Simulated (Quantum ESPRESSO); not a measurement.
# As (Pm-3m) in Quantum ESPRESSO: equation of state

Aim: energy against volume of As in PBE, for its equilibrium volume and stiffness.

All numbers are computed with Quantum ESPRESSO 7.5; they aren't measurements. Logs are shortened: lines on timing, memory, paths and dates and some standing lists are left out, and cuts for length are marked.

### 1 Starting point

Symmetry: Pm-3m, No. 221, cubic system. Conventional cell: a = 2.704 Å, b = 2.704 Å, c = 2.704 Å, α = 90.00°, β = 90.00°, γ = 90.00°. As (site symmetry m-3m) is surrounded by 6 As at 2.70 Å.

This isn't the form of As at room conditions, which is rhombohedral.

### 2 Single point, PBE, 18.58 Å³/atom

The input, pw.in:

```
&CONTROL
  calculation = 'scf'
  prefix = 'pwscf'
  outdir = './tmp'
  pseudo_dir = './pseudo'
  tprnfor = .true.
  tstress = .true.
  disk_io = 'nowf'
/
&SYSTEM
  ibrav = 0
  nat = 1
  ntyp = 1
  ecutwfc = 55
  ecutrho = 440
  nbnd = 7
  occupations = 'smearing'
  smearing = 'fd'
  degauss = 0.00367493
/
&ELECTRONS
  conv_thr = 2d-10
  electron_maxstep = 120
  mixing_beta = 0.5
/
ATOMIC_SPECIES
As    74.9216 As.pbe-n-rrkjus_psl.0.2.UPF
CELL_PARAMETERS angstrom
   2.6484890792    0.0000000000    0.0000000000
   0.0000000000    2.6484890792    0.0000000000
   0.0000000000    0.0000000000    2.6484890792
ATOMIC_POSITIONS crystal
As     0.5000000000    0.5000000000    0.5000000000
K_POINTS automatic
10 10 10 0 0 0
```

Potentials or basis: SSSP 1.3 efficiency PBE.

The run is started by

```
> OMP_NUM_THREADS=1 pw.x -in pw.in > pw.out
```

pw.out:

```text
This program is part of the open-source Quantum ESPRESSO suite
     for quantum simulation of materials; please cite
         "P. Giannozzi et al., J. Phys.:Condens. Matter 21 395502 (2009);
         "P. Giannozzi et al., J. Phys.:Condens. Matter 29 465901 (2017);
         "P. Giannozzi et al., J. Chem. Phys. 152 154105 (2020);
     in publications or presentations arising from this work. More details at

     Message from routine setup:
     using ibrav=0 with symmetry is DISCOURAGED, use correct ibrav instead

     G-vector sticks info
     --------------------
     sticks:   dense  smooth     PW     G-vecs:    dense   smooth      PW
     Sum         877     437    145                19549     6931    1309

     Using Slab Decomposition

     bravais-lattice index     =            0
     lattice parameter (alat)  =       5.0049  a.u.
     unit-cell volume          =     125.3693 (a.u.)^3
     number of atoms/cell      =            1
     number of atomic types    =            1
     number of electrons       =         5.00
     number of Kohn-Sham states=            7
     kinetic-energy cutoff     =      55.0000  Ry
     charge density cutoff     =     440.0000  Ry
     scf convergence threshold =      2.0E-10
     mixing beta               =       0.5000
     number of iterations used =            8  plain     mixing
     Exchange-correlation= PBE
                           (   1   4   3   4   0   0   0)

     celldm(1)=   5.004919  celldm(2)=   0.000000  celldm(3)=   0.000000
     celldm(4)=   0.000000  celldm(5)=   0.000000  celldm(6)=   0.000000

     crystal axes: (cart. coord. in units of alat)
               a(1) = (   1.000000   0.000000   0.000000 )
               a(2) = (   0.000000   1.000000   0.000000 )
               a(3) = (   0.000000   0.000000   1.000000 )

     reciprocal axes: (cart. coord. in units 2 pi/alat)
               b(1) = (  1.000000  0.000000  0.000000 )
               b(2) = (  0.000000  1.000000  0.000000 )
               b(3) = (  0.000000  0.000000  1.000000 )

     PseudoPot. # 1 for As read from file:
     As.pbe-n-rrkjus_psl.0.2.UPF
     Pseudo is Ultrasoft + core correction, Zval =  5.0
     Generated using "atomic" code by A. Dal Corso  v.5.0.99 svn rev. 10869
     Using radial grid of 1209 points,  4 beta functions with:
                l(1) =   0
                l(2) =   0
                l(3) =   1
                l(4) =   1
     Q(r) pseudized with 0 coefficients

     atomic species   valence    mass     pseudopotential
     As                5.00    74.92160     As( 1.00)

     48 Sym. Ops., with inversion, found

   Cartesian axes

     site n.     atom                  positions (alat units)
         1        As     tau(   1) = (   0.5000000   0.5000000   0.5000000  )

     number of k points=    56  Fermi-Dirac smearing, width (Ry)=  0.0037
                       cart. coord. in units 2pi/alat
        k(    1) = (   0.0000000   0.0000000   0.0000000), wk =   0.0020000
        k(    2) = (   0.0000000   0.0000000   0.1000000), wk =   0.0120000
        k(    3) = (   0.0000000   0.0000000   0.2000000), wk =   0.0120000
        k(    4) = (   0.0000000   0.0000000   0.3000000), wk =   0.0120000
        k(    5) = (   0.0000000   0.0000000   0.4000000), wk =   0.0120000
        k(    6) = (   0.0000000   0.0000000  -0.5000000), wk =   0.0060000
[... 48 lines left out ...]
        k(   55) = (   0.4000000  -0.5000000  -0.5000000), wk =   0.0120000
        k(   56) = (  -0.5000000  -0.5000000  -0.5000000), wk =   0.0020000

     Dense  grid:    19549 G-vectors     FFT dimensions: (  36,  36,  36)

     Smooth grid:     6931 G-vectors     FFT dimensions: (  24,  24,  24)

     Initial potential from superposition of free atoms

     starting charge       4.9998, renormalised to       5.0000
     Starting wfcs are    4 randomized atomic wfcs +    3 random wfcs

     Self-consistent Calculation

     iteration #  1     ecut=    55.00 Ry     beta= 0.50
     Davidson diagonalization with overlap
     ethr =  1.00E-02,  avg # of iterations =  5.7

     Threshold (ethr) on eigenvalues was too large:
     Diagonalizing with lowered threshold

     Davidson diagonalization with overlap
     ethr =  6.01E-05,  avg # of iterations =  3.1

     total energy              =     -18.18884069 Ry
     estimated scf accuracy    <       0.00290929 Ry

     iteration #  2     ecut=    55.00 Ry     beta= 0.50
     Davidson diagonalization with overlap
     ethr =  5.82E-05,  avg # of iterations =  1.0

     total energy              =     -18.18897355 Ry
     estimated scf accuracy    <       0.00076209 Ry

     iteration #  3     ecut=    55.00 Ry     beta= 0.50
     Davidson diagonalization with overlap
     ethr =  1.52E-05,  avg # of iterations =  1.0

     total energy              =     -18.18898318 Ry
     estimated scf accuracy    <       0.00000041 Ry

     iteration #  4     ecut=    55.00 Ry     beta= 0.50
     Davidson diagonalization with overlap
     ethr =  8.25E-09,  avg # of iterations =  2.9

     total energy              =     -18.18898352 Ry
     estimated scf accuracy    <       0.00000001 Ry

     iteration #  5     ecut=    55.00 Ry     beta= 0.50
     Davidson diagonalization with overlap
     ethr =  2.20E-10,  avg # of iterations =  2.0

     total energy              =     -18.18898353 Ry
     estimated scf accuracy    <          1.2E-09 Ry

     iteration #  6     ecut=    55.00 Ry     beta= 0.50
     Davidson diagonalization with overlap
     ethr =  2.31E-11,  avg # of iterations =  1.9

     End of self-consistent calculation

          k = 0.0000 0.0000 0.0000 (   847 PWs)   bands (ev):

    -6.3887  13.6545  13.6545  13.6545  17.8225  17.8225  20.3100

          k = 0.0000 0.0000 0.1000 (   868 PWs)   bands (ev):

    -6.1932  11.3864  13.8264  13.8264  18.0055  19.2929  21.6537

          k = 0.0000 0.0000 0.2000 (   860 PWs)   bands (ev):

    -5.6166   8.1074  14.3202  14.3202  18.5406  20.2488  25.4431

          k = 0.0000 0.0000 0.3000 (   860 PWs)   bands (ev):

    -4.7021   5.1367  15.0519  15.0519  19.3677  21.2966  27.2837

          k = 0.0000 0.0000 0.4000 (   864 PWs)   bands (ev):

    -3.6108   2.7869  15.8067  15.8067  20.2961  22.6704  25.2903

          k = 0.0000 0.0000-0.5000 (   852 PWs)   bands (ev):

    -2.9793   1.7329  16.1603  16.1603  20.7807  24.0423  24.5224

          k = 0.0000 0.1000 0.1000 (   867 PWs)   bands (ev):

    -5.9978  11.3489  11.8058  13.9981  18.7990  20.9203  22.1514

          k = 0.0000 0.1000 0.2000 (   864 PWs)   bands (ev):
[... 31 lines left out ...]
          k = 0.0000 0.3000 0.3000 (   860 PWs)   bands (ev):

    -3.0070   6.3565   7.0779  16.4230  17.4132  22.3977  28.4578

          k = 0.0000 0.3000 0.4000 (   869 PWs)   bands (ev):

    -1.9009   4.3274   7.6750  15.2986  17.1551  23.6085  26.8357

          k = 0.0000 0.3000-0.5000 (   866 PWs)   bands (ev):

    -1.2516   3.2702   8.1366  14.4194  17.4945  24.4763  26.0979

          k = 0.0000 0.4000 0.4000 (   854 PWs)   bands (ev):

    -0.7699   5.0510   5.4928  13.1379  17.8673  24.8889  27.6231

          k = 0.0000 0.4000-0.5000 (   864 PWs)   bands (ev):

    -0.0902   4.1637   5.7463  12.2561  18.1945  25.8090  27.0611

          k = 0.0000-0.5000-0.5000 (   872 PWs)   bands (ev):

     0.6288   4.6132   4.6132  11.3824  18.5144  26.7971  27.5751

          k = 0.1000 0.1000 0.1000 (   871 PWs)   bands (ev):

    -5.8023  11.5245  11.5245  12.2653  21.0976  21.0976  22.5031

          k = 0.1000 0.1000 0.2000 (   854 PWs)   bands (ev):

    -5.2254   8.4551  12.0311  12.6171  21.6115  22.3824  25.2251

          k = 0.1000 0.1000 0.3000 (   849 PWs)   bands (ev):

    -4.3101   5.5021  12.7898  13.4346  22.3422  22.3803  24.6391

          k = 0.1000 0.1000 0.4000 (   858 PWs)   bands (ev):

    -3.2169   3.1561  13.5882  14.3559  21.1791  22.4506  23.3737

          k = 0.1000 0.1000-0.5000 (   862 PWs)   bands (ev):

    -2.5830   2.1011  13.9708  14.8346  20.4689  21.7042  23.7482

          k = 0.1000 0.2000 0.2000 (   864 PWs)   bands (ev):

    -4.6480   8.6739   9.3548  12.8950  22.2167  23.4595  26.2382

          k = 0.1000 0.2000 0.3000 (   861 PWs)   bands (ev):

    -3.7313   6.0266   9.8707  13.6833  20.4177  23.3722  25.1085
[... 9 lines left out ...]
          k = 0.1000 0.3000 0.3000 (   861 PWs)   bands (ev):

    -2.8105   6.5335   7.2578  14.4445  17.6845  23.9261  25.9136

          k = 0.1000 0.3000 0.4000 (   862 PWs)   bands (ev):

    -1.7034   4.5090   7.8495  15.1571  15.6742  23.3087  25.6035

          k = 0.1000 0.3000-0.5000 (   862 PWs)   bands (ev):

    -1.0528   3.4518   8.3072  14.6083  15.7532  22.6265  25.9976

          k = 0.1000 0.4000 0.4000 (   859 PWs)   bands (ev):

    -0.5712   5.2280   5.6746  13.3262  16.1590  24.1078  24.6712

          k = 0.1000 0.4000-0.5000 (   866 PWs)   bands (ev):

     0.1102   4.3427   5.9238  12.4528  16.5474  23.6659  24.9395

          k = 0.1000-0.5000-0.5000 (   856 PWs)   bands (ev):

     0.8317   4.7902   4.7902  11.5822  16.9308  24.2537  24.2537

          k = 0.2000 0.2000 0.2000 (   850 PWs)   bands (ev):

    -4.0702   9.1845   9.1845  10.4102  22.6887  24.5209  24.5209

          k = 0.2000 0.2000 0.3000 (   862 PWs)   bands (ev):

    -3.1520   6.5463   9.9509  10.9786  20.5903  21.6923  24.8879

          k = 0.2000 0.2000 0.4000 (   867 PWs)   bands (ev):

    -2.0511   4.2256  10.7610  11.9746  18.4956  19.6238  25.7826

          k = 0.2000 0.2000-0.5000 (   864 PWs)   bands (ev):

    -1.4078   3.1681  11.1512  12.5371  17.5519  18.8125  26.2800

          k = 0.2000 0.3000 0.3000 (   869 PWs)   bands (ev):

    -2.2299   7.0447   7.7548  11.3834  18.2275  21.7932  22.4843

          k = 0.2000 0.3000 0.4000 (   872 PWs)   bands (ev):

    -1.1188   5.0357   8.3356  12.2892  16.0778  20.0246  23.1407

          k = 0.2000 0.3000-0.5000 (   864 PWs)   bands (ev):

    -0.4629   3.9786   8.7765  12.7952  15.1497  19.1857  23.6695

          k = 0.2000 0.4000 0.4000 (   868 PWs)   bands (ev):

     0.0181   5.7392   6.2001  13.1053  13.9725  20.8829  21.2284

          k = 0.2000 0.4000-0.5000 (   866 PWs)   bands (ev):

     0.7063   4.8604   6.4353  13.0330  13.6083  20.2097  21.6350

          k = 0.2000-0.5000-0.5000 (   860 PWs)   bands (ev):

     1.4375   5.3012   5.3012  12.1739  14.0285  20.8079  20.8079

          k = 0.3000 0.3000 0.3000 (   868 PWs)   bands (ev):

    -1.3038   7.8120   7.8120   9.2844  18.4727  19.6096  19.6096

          k = 0.3000 0.3000 0.4000 (   861 PWs)   bands (ev):

    -0.1819   5.8314   8.6227   9.9294  16.5604  17.5290  20.3210

          k = 0.3000 0.3000-0.5000 (   876 PWs)   bands (ev):

     0.4879   4.7779   9.0129  10.4584  15.6125  16.7146  20.8715

          k = 0.3000 0.4000 0.4000 (   870 PWs)   bands (ev):

     0.9677   6.5059   6.9753  10.3112  14.8194  18.0222  18.3473

          k = 0.3000 0.4000-0.5000 (   874 PWs)   bands (ev):

     1.6738   5.6407   7.1912  10.7483  13.9504  17.3238  18.7718

          k = 0.3000-0.5000-0.5000 (   876 PWs)   bands (ev):

     2.4306   6.0676   6.0676  11.1378  13.1240  17.9253  17.9253

          k = 0.4000 0.4000 0.4000 (   883 PWs)   bands (ev):

     2.1514   7.3152   7.3152   8.4924  15.5033  16.2645  16.2645

          k = 0.4000 0.4000-0.5000 (   878 PWs)   bands (ev):

     2.9057   6.4719   7.7043   8.6385  14.8450  15.4502  16.6734

          k = 0.4000-0.5000-0.5000 (   876 PWs)   bands (ev):

     3.7357   6.8762   6.8762   8.6393  14.2972  15.8422  15.8422

          k =-0.5000-0.5000-0.5000 (   912 PWs)   bands (ev):

     4.7056   7.2648   7.2648   7.2648  15.0280  15.0280  15.0280

     the Fermi energy is     9.1437 ev

!    total energy              =     -18.18898353 Ry
     estimated scf accuracy    <          3.4E-11 Ry
     smearing contrib. (-TS)   =      -0.00017243 Ry
     internal energy E=F+TS    =     -18.18881109 Ry

     The total energy is F=E-TS. E is the sum of the following terms:
     one-electron contribution =       4.77679717 Ry
     hartree contribution      =       0.44153311 Ry
     xc contribution           =      -9.23459693 Ry
     ewald contribution        =     -14.17254444 Ry

     convergence has been achieved in   6 iterations

     Forces acting on atoms (cartesian axes, Ry/au):

     atom    1 type  1   force =     0.00000000    0.00000000    0.00000000

     Total force =     0.000000     Total SCF correction =     0.000000

     Computing stress (Cartesian axis) and pressure

          total   stress  (Ry/bohr**3)                   (kbar)     P=       87.09
   0.00059201   0.00000000   0.00000000           87.09        0.00        0.00
   0.00000000   0.00059201   0.00000000            0.00       87.09        0.00
   0.00000000   0.00000000   0.00059201            0.00        0.00       87.09

=------------------------------------------------------------------------------=
   JOB DONE.
=------------------------------------------------------------------------------=
```

It took 2.9 s on 1 thread of Intel Xeon Platinum 8488C (Sapphire Rapids), shared host; peak memory 0.05 GiB.

What came out:

```
Free energy            : -247.4737 eV
Pressure               : 8.7 GPa
Band gap on the k mesh : none (metal or under the smearing width)
```

### 3 Single point, PBE, 18.97 Å³/atom

pw.in, as its differences from that of step 2:

```diff
@@ -28,5 +28,5 @@
 CELL_PARAMETERS angstrom
-   2.6484890792    0.0000000000    0.0000000000
-   0.0000000000    2.6484890792    0.0000000000
-   0.0000000000    0.0000000000    2.6484890792
+   2.6671410253    0.0000000000    0.0000000000
+   0.0000000000    2.6671410253    0.0000000000
+   0.0000000000    0.0000000000    2.6671410253
 ATOMIC_POSITIONS crystal
```

Potentials or basis: SSSP 1.3 efficiency PBE.

The run is started by

```
> OMP_NUM_THREADS=1 pw.x -in pw.in > pw.out
```

Run time: 3 s. Hardware: 1 thread of Intel Xeon Platinum 8488C (Sapphire Rapids), shared host; peak memory 0.05 GiB.

The run converged. Its results:

- Free energy: -247.4922 eV
- Pressure: 6.3 GPa
- Band gap on the k mesh: none (metal or under the smearing width)

### 4 Single point, PBE, 19.37 Å³/atom

pw.in, as its differences from that of step 3:

```diff
@@ -28,5 +28,5 @@
 CELL_PARAMETERS angstrom
-   2.6671410253    0.0000000000    0.0000000000
-   0.0000000000    2.6671410253    0.0000000000
-   0.0000000000    0.0000000000    2.6671410253
+   2.6855356826    0.0000000000    0.0000000000
+   0.0000000000    2.6855356826    0.0000000000
+   0.0000000000    0.0000000000    2.6855356826
 ATOMIC_POSITIONS crystal
```

The run is started by

```
> OMP_NUM_THREADS=1 pw.x -in pw.in > pw.out
```

Run time: 3.1 s. Hardware: 1 thread of Intel Xeon Platinum 8488C (Sapphire Rapids), shared host; peak memory 0.05 GiB.

The run converged. Its results:

* Free energy: -247.5051 eV
* Pressure: 4.2 GPa
* Band gap on the k mesh: none (metal or under the smearing width)

### 5 Single point, PBE, 19.76 Å³/atom

pw.in, as its differences from that of step 4:

```diff
@@ -28,5 +28,5 @@
 CELL_PARAMETERS angstrom
-   2.6855356826    0.0000000000    0.0000000000
-   0.0000000000    2.6855356826    0.0000000000
-   0.0000000000    0.0000000000    2.6855356826
+   2.7036817444    0.0000000000    0.0000000000
+   0.0000000000    2.7036817444    0.0000000000
+   0.0000000000    0.0000000000    2.7036817444
 ATOMIC_POSITIONS crystal
```

The run is started by

```
> OMP_NUM_THREADS=1 pw.x -in pw.in > pw.out
```

It took 2.5 s on 1 thread of Intel Xeon Platinum 8488C (Sapphire Rapids), shared host; peak memory 0.05 GiB.

Results (log left out):

```
Free energy            : -247.5131 eV
Pressure               : 2.3 GPa
Band gap on the k mesh : none (metal or under the smearing width)
```

### 6 Single point, PBE, 20.16 Å³/atom

pw.in, as its differences from that of step 5:

```diff
@@ -28,5 +28,5 @@
 CELL_PARAMETERS angstrom
-   2.7036817444    0.0000000000    0.0000000000
-   0.0000000000    2.7036817444    0.0000000000
-   0.0000000000    0.0000000000    2.7036817444
+   2.7215874433    0.0000000000    0.0000000000
+   0.0000000000    2.7215874433    0.0000000000
+   0.0000000000    0.0000000000    2.7215874433
 ATOMIC_POSITIONS crystal
```

Potentials or basis: SSSP 1.3 efficiency PBE.

The run is started by

```
> OMP_NUM_THREADS=1 pw.x -in pw.in > pw.out
```

Run time: 2.5 s. Hardware: 1 thread of Intel Xeon Platinum 8488C (Sapphire Rapids), shared host; peak memory 0.05 GiB.

Results (log left out):

- Free energy: -247.5166 eV
- Pressure: 0.6 GPa
- Band gap on the k mesh: none (metal or under the smearing width)

### 7 Single point, PBE, 20.55 Å³/atom

pw.in, as its differences from that of step 6:

```diff
@@ -28,5 +28,5 @@
 CELL_PARAMETERS angstrom
-   2.7215874433    0.0000000000    0.0000000000
-   0.0000000000    2.7215874433    0.0000000000
-   0.0000000000    0.0000000000    2.7215874433
+   2.7392605843    0.0000000000    0.0000000000
+   0.0000000000    2.7392605843    0.0000000000
+   0.0000000000    0.0000000000    2.7392605843
 ATOMIC_POSITIONS crystal
```

The run is started by

```
> OMP_NUM_THREADS=1 pw.x -in pw.in > pw.out
```

Wall time 2.5 s (1 thread of Intel Xeon Platinum 8488C (Sapphire Rapids), shared host); peak memory 0.06 GiB.

Results (log left out):

* Free energy: -247.5160 eV
* Pressure: -1.0 GPa
* Band gap on the k mesh: none (metal or under the smearing width)

### 8 Single point, PBE, 20.95 Å³/atom

pw.in, as its differences from that of step 7:

```diff
@@ -28,5 +28,5 @@
 CELL_PARAMETERS angstrom
-   2.7392605843    0.0000000000    0.0000000000
-   0.0000000000    2.7392605843    0.0000000000
-   0.0000000000    0.0000000000    2.7392605843
+   2.7567085743    0.0000000000    0.0000000000
+   0.0000000000    2.7567085743    0.0000000000
+   0.0000000000    0.0000000000    2.7567085743
 ATOMIC_POSITIONS crystal
```

The run is started by

```
> OMP_NUM_THREADS=1 pw.x -in pw.in > pw.out
```

Run time: 2.6 s. Hardware: 1 thread of Intel Xeon Platinum 8488C (Sapphire Rapids), shared host; peak memory 0.06 GiB.

The run converged. Its results:

```
Free energy            : -247.5118 eV
Pressure               : -2.4 GPa
Band gap on the k mesh : none (metal or under the smearing width)
```

### 9 Equation of state, PBE

Potentials or basis: SSSP 1.3 efficiency PBE.

This step only gathers the single runs of the series.

Results:

| Quantity | Value |
| --- | --- |
| Equilibrium volume | 20.30 Å³/atom |
| Bulk modulus | 81 GPa |
| Pressure derivative of the bulk modulus | 4.3 |

Energy against volume, from the lowest point:
| volume (Å³/atom) | energy (meV/atom) |
| --- | --- |
| 18.578 | 42.85 |
| 18.973 | 24.36 |
| 19.368 | 11.44 |
| 19.764 | 3.48 |
| 20.159 | 0.00 |
| 20.554 | 0.56 |
| 20.949 | 4.78 |
